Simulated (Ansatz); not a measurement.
The following input was run with Ansatz 0.2.0.

```yaml
crystal:
  lattice:
    - [3.8303249, 0.0, 0.0]
    - [0.0, 3.8303249, 0.0]
    - [0.0, 0.0, 4.5818682]
  atoms:
    - { symbol: Sn, position: [0.0, 0.5, 0.1653913584] }
    - { symbol: Sn, position: [0.5, 0.0, 0.8346086416] }
    - { symbol: O, position: [0.0, 0.0, 0.0] }
    - { symbol: O, position: [0.5, 0.5, 0.0] }
basis:
  ecutwfc: 500
kpoints:
  mp_grid: { grid: [12, 12, 10] }
hamiltonian:
  xc: r2scan
scf:
  occupations: { method: gaussian, width: 0.1 }
output:
  forces: true
  stress: true
  eigenvalues: true
  populations: true
  write_density: true
  write_potential: true
  elf: true
  volumetric_format: npy
```

Run as
```bash
ansatz run input.yaml --threads 1 --pin off --max-ram 1331MiB --backend cpu --events-out ev --progress --plain --runs-dir out
```

Theory: Ansatz 0.2.0, DFT r2SCAN, scalar-relativistic, plane waves, PAW.

Part of what the program printed, abridged (final results; tables in files aren't shown):

```
SCF 1 converged in 8 iterations: F = -13211.967999 eV  dr2 = 1.06e-8
SCF converged after 8 iterations
Free energy (F): -13211.967999 eV
Harris-Foulkes:  -13211.967999 eV  (|F-HF|=1.90e-9)
Internal energy: -13211.967842 eV  (E = F + TS)
E sigma→0 (E₀):  -13211.967921 eV
Entropy (-TS):   -0.000157 eV (-0.039 meV/atom)
Fermi energy:    10.799424 eV
--- Per-component energies (eV) ---
  E_band       = -214.459684
  E_kinetic    = 743.170798
  E_local      = -3119.493910  (includes V_loc(G=0)·N_el)
  E_nonlocal   = 32.414026
  E_hartree    = 1667.941979
  E_xc         = -900.790212
  E_vxc        = -425.491378  (∫ρ·V_xc dr)
  E_paw        = -8642.980168  (= ΣΔE_a)
  E_vpaw       = -807.242866  (= ΣTr[D̂ρ^β])
  E_aug_tail   = 0.002108  (compensation charges beyond the density's cutoff)
  E_vtau       = 26.297540  (kinetic-family band-sum trace: ∫τ·v_τ [+ j·A + Jᵃ·Aᵃ] dr)
  E_ewald      = -2993.639221
  E_core_change = 1.406758  (= ΣΔE_core)
  E_smearing   = -0.000157  (= −TS)
--- Forces (eV/Å), atoms counted from 1 ---
  atom   1  Sn     0.00000000     0.00000000     7.00349094
  atom   2  Sn     0.00000000     0.00000000    -7.00349094
  atom   3  O      0.00000000     0.00000000     0.00000000
  atom   4  O      0.00000000     0.00000000     0.00000000
--- Stress (GPa, compression-positive) ---
       38.285153       0.000000       0.000000
        0.000000      38.285153       0.000000
        0.000000       0.000000      20.911701
  P = ⅓ Tr σ = 32.4940 GPa (324.940 kbar)
--- Band table (eV; the first three rows and the last of 168) ---
  k-point 0: bands = ["-14.0179", "-13.6167", "-12.0898", "-12.0898", "-12.0717", "-12.0019", "-11.9807", "-11.8589", "-11.8589", "-11.7983", "-11.3099", "-8.4270", "1.5481", "1.5481", "2.4413", "4.6809", "4.6809", "5.2987", "5.7061", "9.7657", "12.4172", "14.2964", "17.3164", "17.3164"]
  k-point 1: bands = ["-14.0174", "-13.6167", "-12.0891", "-12.0891", "-12.0713", "-12.0023", "-11.9797", "-11.8601", "-11.8601", "-11.7987", "-11.3072", "-8.4271", "1.5537", "1.5537", "2.3128", "4.6809", "4.6809", "5.5121", "5.6988", "9.7774", "12.1907", "14.3849", "16.7921", "16.7921"]
  k-point 2: bands = ["-14.0162", "-13.6165", "-12.0870", "-12.0870", "-12.0704", "-12.0034", "-11.9770", "-11.8633", "-11.8633", "-11.7995", "-11.3002", "-8.4271", "1.5686", "1.5686", "2.0308", "4.6810", "4.6810", "5.6800", "6.0435", "9.7900", "11.6940", "14.4490", "16.2088", "16.2088"]
  k-point 167: bands = ["-13.3685", "-13.3685", "-12.0866", "-12.0866", "-12.0204", "-12.0204", "-11.8499", "-11.8499", "-11.8171", "-11.8171", "-10.2798", "-10.2798", "-0.9434", "-0.9434", "3.8385", "3.8385", "5.8611", "5.8611", "8.8986", "8.8986", "14.9570", "14.9570", "15.0048", "15.0048"]
--- Löwdin populations: 4 sites ---
  site symbol q [e]
     0     Sn     13.0538
     1     Sn     13.0538
     2      O      6.8434
     3      O      6.8434
  spilling = 0.005137 (of n_electrons = 40.000000)
```

The calculation finished and met its thresholds.

The cell holds layers, and where no dispersion correction was added their binding is poorly described.